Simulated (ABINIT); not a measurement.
**LiBr (Fm-3m): G0W0 in ABINIT against the bands in the screening**

How does the gap of LiBr (Fm-3m) converge in the bands in the screening?

Calculated with ABINIT 10.8.3; PBE and many-body steps on it, plane waves.

Most raw output is cut from this account.

## 1. The structure

Symmetry: Fm-3m, No. 225, cubic system. Conventional cell: a = 5.501 Å, b = 5.501 Å, c = 5.501 Å, α = 90.00°, β = 90.00°, γ = 90.00°. Li has 6 Br at 2.75 Å nearest. Nearest to Br lie 6 Li at 2.75 Å. Farther neighbours and most contacts between anions are not listed.

As a file:

```cif
data_structure
_symmetry_space_group_name_H-M 'Fm-3m'
_symmetry_Int_Tables_number 225
_cell_length_a 5.5013
_cell_length_b 5.5013
_cell_length_c 5.5013
_cell_angle_alpha 90.000
_cell_angle_beta 90.000
_cell_angle_gamma 90.000
_cell_volume 166.49
loop_
_atom_site_label
_atom_site_type_symbol
_atom_site_symmetry_multiplicity
_atom_site_Wyckoff_symbol
_atom_site_fract_x
_atom_site_fract_y
_atom_site_fract_z
_atom_site_occupancy
Li1 Li 4 a 0.00000 0.00000 0.00000 1
Br1 Br 4 b 0.50000 0.00000 0.00000 1
```

The cell and positions come from the Crystallography Open Database and are kept as given unless a step says otherwise.

## 2. Screening, 4×4×4 mesh, 13 bands, screening to 130.6 eV

This step: ABINIT 10.8.3; RPA screening on PBE, plane waves, norm-conserving pseudopotentials.

The RPA dielectric matrix is built and inverted for each q.

run.abi reads:

```
acell 3*1.0 Angstrom
rprim 
  0.000000000000 2.750650000000 2.750650000000
  2.750650000000 0.000000000000 2.750650000000
  2.750650000000 2.750650000000 0.000000000000
ntypat 2
znucl 3 35
natom 2
typat 1 2
xred 
  0.000000000000 0.000000000000 0.000000000000
  0.500000000000 0.500000000000 0.500000000000
pp_dirpath "pseudos"
pseudos "Li.upf, Br.upf"
ecut 33
ngkpt 4 4 4
nshiftk 1
shiftk 0 0 0
kptopt 1
chksymbreak 0
istwfk *1
occopt 1
irdwfk 1
optdriver 3
nband 13
ecuteps 4.8
inclvkb 2
awtr 1
symchi 1
indata_prefix "in"
outdata_prefix "out"
tmpdata_prefix "tmp"
```

The run is started by

```
> OMP_NUM_THREADS=1 mpirun -n 4 abinit run.abi > log
```

Elapsed: 2.4 s, on 4 MPI ranks of Arm Neoverse V1, shared host; peak memory 0.1 GiB.

This step gave:

```yaml
eps_infinity_with_local_fields_on_this_mesh_along_the_program_s_q_direction: 3.316
the_same_without_local_fields: 3.895
plasma_frequency: 18.20 eV
plane_waves_in_the_screening_matrix: 137
```

Local fields lower ε∞ by 15 %. On a Γ-centred mesh this coarse the value itself is usually too large, while a short band sum pulls it down.

## 3. 13 bands

The self-energy is evaluated for the states that the input lists, and the levels follow from it, in one-shot runs by the linearised quasiparticle equation.

This step: G0W0 on PBE, plane waves, norm-conserving pseudopotentials.

run.abi: that of step 2 with these lines changed.

```diff
@@ -23,8 +23,15 @@
 irdwfk 1
-optdriver 3
-nband 13
+optdriver 4
+nband 36
+gwcalctyp 0
+ecutsigx 33
+symsigma 1
+nkptgw 1
+kptgw 
+  0.0000000000 0.0000000000 0.0000000000
+bdgw 
+  3 9
 ecuteps 4.8
-inclvkb 2
-awtr 1
-symchi 1
+irdscr 1
+ppmodel 1
 indata_prefix "in"
```

It took 2.6 s on 4 MPI ranks; peak memory 0.14 GiB.

This step gave:

| Property | Result |
| --- | --- |
| G0W0 gap on the points computed | 7.022 eV |
| starting gap on the mesh | 4.938 eV |
| k of the valence top | 0, 0, 0 |
| k of the conduction bottom | 0, 0, 0 |
| Z at the valence top | 0.812 |
| Z at the conduction bottom | 0.846 |
| least direct G0W0 gap on the computed points | 7.022 eV |

The gap on the mesh goes from 4.94 eV to 7.02 eV, a correction of +2.08 eV.

## 4. Screening, 4×4×4 mesh, 36 bands, screening to 130.6 eV

This step: RPA screening on PBE, plane waves, norm-conserving pseudopotentials.

run.abi: that of step 3 with these lines changed.

```diff
@@ -23,15 +23,8 @@
 irdwfk 1
-optdriver 4
+optdriver 3
 nband 36
-gwcalctyp 0
-ecutsigx 33
-symsigma 1
-nkptgw 1
-kptgw 
-  0.0000000000 0.0000000000 0.0000000000
-bdgw 
-  3 9
 ecuteps 4.8
-irdscr 1
-ppmodel 1
+inclvkb 2
+awtr 1
+symchi 1
 indata_prefix "in"
```

Wall time 3.7 s (4 MPI ranks); peak memory 0.46 GiB.

Numbers from this step:

```
ε∞ with local fields, on this mesh, along the program's q direction : 3.337
the same without local fields                                       : 3.948
plasma frequency                                                    : 18.20 eV
plane waves in the screening matrix                                 : 137
```

## 5. 36 bands

This step: G0W0 on PBE, plane waves, norm-conserving pseudopotentials.

run.abi: that of step 4 with these lines changed.

```diff
@@ -23,8 +23,15 @@
 irdwfk 1
-optdriver 3
+optdriver 4
 nband 36
+gwcalctyp 0
+ecutsigx 33
+symsigma 1
+nkptgw 1
+kptgw 
+  0.0000000000 0.0000000000 0.0000000000
+bdgw 
+  3 9
 ecuteps 4.8
-inclvkb 2
-awtr 1
-symchi 1
+irdscr 1
+ppmodel 1
 indata_prefix "in"
```

It took 2.5 s on 4 MPI ranks; peak memory 0.14 GiB; 9.8 s of CPU time.

This step gave:

| Item | Value |
| --- | --- |
| G0W0 gap on the points computed | 6.873 eV |
| starting gap on the mesh | 4.938 eV |
| k of the valence top | 0, 0, 0 |
| k of the conduction bottom | 0, 0, 0 |
| Z at the valence top | 0.81 |
| Z at the conduction bottom | 0.842 |
| least direct G0W0 gap on the computed points | 6.873 eV |

Against the run before, the gap moves by −0.149 eV.

## 6. Screening, 4×4×4 mesh, 77 bands, screening to 130.6 eV

This step: RPA screening on PBE, plane waves, norm-conserving pseudopotentials.

run.abi: that of step 5 with these lines changed.

```diff
@@ -23,15 +23,8 @@
 irdwfk 1
-optdriver 4
-nband 36
-gwcalctyp 0
-ecutsigx 33
-symsigma 1
-nkptgw 1
-kptgw 
-  0.0000000000 0.0000000000 0.0000000000
-bdgw 
-  3 9
+optdriver 3
+nband 77
 ecuteps 4.8
-irdscr 1
-ppmodel 1
+inclvkb 2
+awtr 1
+symchi 1
 indata_prefix "in"
```

It took 6 s on 4 MPI ranks; peak memory 0.56 GiB; 24 s of CPU time.

This step gave:

```yaml
eps_infinity_with_local_fields_on_this_mesh_along_the_program_s_q_direction: 3.341
the_same_without_local_fields: 3.951
plasma_frequency: 18.20 eV
plane_waves_in_the_screening_matrix: 137
```

## 7. 77 bands

This step: G0W0 on PBE, plane waves, norm-conserving pseudopotentials.

run.abi: that of step 6 with these lines changed.

```diff
@@ -23,8 +23,15 @@
 irdwfk 1
-optdriver 3
-nband 77
+optdriver 4
+nband 36
+gwcalctyp 0
+ecutsigx 33
+symsigma 1
+nkptgw 1
+kptgw 
+  0.0000000000 0.0000000000 0.0000000000
+bdgw 
+  3 9
 ecuteps 4.8
-inclvkb 2
-awtr 1
-symchi 1
+irdscr 1
+ppmodel 1
 indata_prefix "in"
```

Wall time 2.6 s (4 MPI ranks); peak memory 0.13 GiB.

Numbers from this step:

| Quantity | Value |
| --- | --- |
| G0W0 gap on the points computed | 6.886 eV |
| starting gap on the mesh | 4.938 eV |
| k of the valence top | 0, 0, 0 |
| k of the conduction bottom | 0, 0, 0 |
| least direct G0W0 gap on the computed points | 6.886 eV |

Against the run before, the gap moves by +0.013 eV.

## 8. Side by side

Times are wall times on 4 MPI ranks of Arm Neoverse V1, shared host, good to a factor of about two. A run's time includes the screening step that it read.

| run | mesh | bands | screening cutoff (eV) | DFT gap (eV) | gap on the mesh (eV) | direct (eV) | ε∞ used | time |
| --- | --- | --- | --- | --- | --- | --- | --- | --- |
| 13 bands | 4×4×4 | 36 | 130.6 | 4.938 | 7.022 | 7.022 | 3.32 | 4.9 s |
| 36 bands | 4×4×4 | 36 | 130.6 | 4.938 | 6.873 | 6.873 | 3.34 | 6.2 s |
| 77 bands | 4×4×4 | 36 | 130.6 | 4.938 | 6.886 | 6.886 | 3.34 | 8.6 s |

## 9. Outcome

```yaml
13_bands: 7.022 eV
36_bands: 6.873 eV
77_bands: 6.886 eV
known_limits: not at the basis limit; no spin-orbit coupling; coarse k mesh
```

What this shows: The setting moved: bands in the screening. From 13 bands to 77 bands the gap moves by −0.14 eV. The last step still moves it by +0.013 eV. Bands and screening cutoff are coupled, so a series along one setting does not show full convergence. Bands and cutoff are finite, so the gap is not at the basis limit. The miss can reach some tenths of an eV and take either sign; the mesh is an error of its own. In the G0W0 runs levels were corrected at 1 k point alone, so a gap called «on the mesh» is the least over those, and an edge elsewhere would be missed. The 4×4×4 mesh is coarse for this cell, which bears on the long-range parts of exchange and screening. The many-body steps are scalar-relativistic: spin-orbit coupling is not in them.

[Paths, hosts, dates, memory and timing lines, banners, echoed tables and standing remarks are left out of the program output.]

[Logs are printed without paths, hosts, clocks, repeated set-up lines and the standing remarks that a program may print on its own settings, such as how far it seeks lower states.]

[Runs of the session that timed out or met a known fault of the program may be left out.]

[Hosts, paths, dates, database ids (printed as entryN), source tags and the programs' standing remarks are cut or masked in the printed files.]

[G0W0 gaps are taken among the corrected bands and points alone; a level outside them can change the order at an edge.]

[Where Ansatz stands beside ABINIT at settings called matched, ABINIT's density can come from a denser mesh and the files from another edition; pairs whose starting gaps differed by over 0.03 eV were left out, so agreement reads better than it is.]
